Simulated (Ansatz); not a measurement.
# GaP in Ansatz: the effect of strain

The system is GaP.

```
CELL_PARAMETERS angstrom
0.00000 2.72525 2.72525
2.67075 0.00000 2.72525
2.67075 2.72525 0.00000
ATOMIC_POSITIONS crystal
Ga 0.00000 0.00000 0.00000
P 0.75000 0.75000 0.75000
```

The cell isn't the ideal one: strained by -2 %.

Alike in all runs:

```yaml
Program: Ansatz 0.2.0
Task: relaxation of the atoms
Functional: PBE
Potentials_or_basis: Ansatz PAW
Cutoff: "420 eV (not typed: the program's choice for these potentials)"
k_mesh: 8 × 8 × 8
Occupations: fermi-dirac, width 0.05 eV
Spin: no spin polarisation
```

Each run relaxes the cell or the atoms first.

Q: One run gave: gap on the mesh 1.53 eV; pressure 3.4 GPa. Which strain did it use?
A. -0.02
B. 0.01
C. -0.01

A: C.

```csv
strain,gap on the mesh (eV),pressure (GPa)
-0.02,1.41,4.4
-0.01,1.53,3.4
0.01,1.61,1.6
```

Caveats: the relaxation stopped at its first step, so nothing moved; the thresholds are loose for stress.

A k mesh can miss the band edges.
